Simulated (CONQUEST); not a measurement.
**Si2W under changes of volume**

One of the cells (13.479 Å³/atom); the others are scaled copies at fixed shape and fractional positions:

```xyz
6
Lattice="3.2138 0.0000 0.0000 0.0000 3.2138 0.0000 0.0000 0.0000 7.8299" Properties=species:S:1:pos:R:3 pbc="T T T"
W     0.0000    0.0000    0.0000
W     1.6069    1.6069    3.9150
Si    0.0000    0.0000    5.2092
Si    1.6069    1.6069    1.2943
Si    0.0000    0.0000    2.6207
Si    1.6069    1.6069    6.5356
```

- Program: CONQUEST 1.3
- Functional: PBE
- Potentials or basis: PseudoDojo NC PBE, DZP, grid of 32 × 32 × 80 points
- k mesh: 8 × 8 × 4
- Occupations: fermi-dirac, width 0.05 eV
- Spin: no spin polarisation

```tsv
volume (Å³/atom)	energy over the lowest point (meV/atom)	pressure (GPa)	largest force (eV/Å)
12.670	83.30	23.4	0.253
12.939	?	?	?
13.209	24.11	11.9	0.130
13.479	8.31	6.9	0.079
13.748	0.45	2.5	0.026
14.018	0.00	-1.8	0.024
14.287	6.25	-5.5	0.065
```

Question: What does the run at 12.939 Å³/atom give?

Answer: Energy over the lowest point 49.05 meV/atom; pressure 17.6 GPa; largest force 0.181 eV/Å.

Worked out: A Birch-Murnaghan fit of order 3 (a polynomial in V^(-2/3)) to the other rows has its minimum at 13.90 Å³/atom with B0 = V·E''(V) = 214 GPa and B' = 3.8 at fixed shape and positions, which overstates the stiffness. It gives 48.91 meV/atom at 12.939 Å³/atom, against the run's 49.05, and -dE/dV = 17.5 GPa, against 17.6.

Energies are extrapolated to zero smearing.

Caveats: the basis of atomic orbitals isn't converged, which shifts pressures, moduli and gaps.
